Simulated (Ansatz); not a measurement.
# HW8C8: the cost of one run

Method: DFT PBE, plane waves, PAW, scalar-relativistic, no spin polarisation, in Ansatz 0.2.0.

1 further run of the same task is left out (for a broken database entry).

### Step 1. The starting structure

The cell holds 17 atoms (C8HW8): a = 5.796 Å, b = 5.658 Å, c = 17.183 Å, α = 90.00°, β = 90.00°, γ = 90.00°.

Coordinates:

```xyz
17
Lattice="5.7958 0.0000 0.0000 0.0000 5.6578 0.0000 0.0000 0.0000 17.1828" Properties=species:S:1:pos:R:3 pbc="T T T"
W     0.0000    0.0000    1.0000
C     0.0000    1.4144    2.6731
W     1.4489    0.0000    3.5097
C     1.4489    1.4144    5.1828
W     0.0000    2.8289    1.0000
C     0.0000    4.2433    2.6731
W     1.4489    2.8289    3.5097
C     1.4489    4.2433    5.1828
W     2.8979    0.0000    1.0000
C     2.8979    1.4144    2.6731
W     4.3468    0.0000    3.5097
C     4.3468    1.4144    5.1828
W     2.8979    2.8289    1.0000
C     2.8979    4.2433    2.6731
W     4.3468    2.8289    3.5097
C     4.3468    4.2433    5.1828
H    -0.1042    4.1366    4.8728
```

### Step 2. Relaxing the start

input.yaml

```yaml
crystal:
  lattice:
    - [5.7958, 0.0, 0.0]
    - [0.0, 5.6578, 0.0]
    - [0.0, 0.0, 17.182758]
  atoms:
    - { symbol: W, position: [0.0, 0.0, 0.0581979] }
    - { symbol: C, position: [0.0, 0.25, 0.1555689] }
    - { symbol: W, position: [0.25, 0.0, 0.2042545] }
    - { symbol: C, position: [0.25, 0.25, 0.3016255] }
    - { symbol: W, position: [0.0, 0.5, 0.0581979] }
    - { symbol: C, position: [0.0, 0.75, 0.1555689] }
    - { symbol: W, position: [0.25, 0.5, 0.2042545] }
    - { symbol: C, position: [0.25, 0.75, 0.3016255] }
    - { symbol: W, position: [0.5, 0.0, 0.0581979] }
    - { symbol: C, position: [0.5, 0.25, 0.1555689] }
    - { symbol: W, position: [0.75, 0.0, 0.2042545] }
    - { symbol: C, position: [0.75, 0.25, 0.3016255] }
    - { symbol: W, position: [0.5, 0.5, 0.0581979] }
    - { symbol: C, position: [0.5, 0.75, 0.1555689] }
    - { symbol: W, position: [0.75, 0.5, 0.2042545] }
    - { symbol: C, position: [0.75, 0.75, 0.3016255] }
    - { symbol: H, position: [-0.0179791, 0.7311307, 0.2835842] }
basis:
  ecutwfc: 420.0
kpoints:
  mp_grid: { grid: [2, 2, 1] }
hamiltonian:
  xc: pbe
  pseudopotentials: { kind: paw, azcp: { folder: soft_1 } }
scf:
  occupations: { method: fermi_dirac, width: 0.05 }
  lower_state_search: "off"
relax:
  f_tol: 0.08
  max_steps: 25
  adjacent_minimum: "off"
  constraints: [{ sites: [0, 4, 8, 12] }]
```

On the command line:

```bash
$ ansatz run input.yaml --threads 2 --pin off --max-ram 5120MiB --backend cpu --events-out ev --progress --plain --runs-dir out
```

What time and memory should one allow on 2 threads of Arm Neoverse V1, shared host?

About 2.2 min, with a peak of 0.91 GiB.
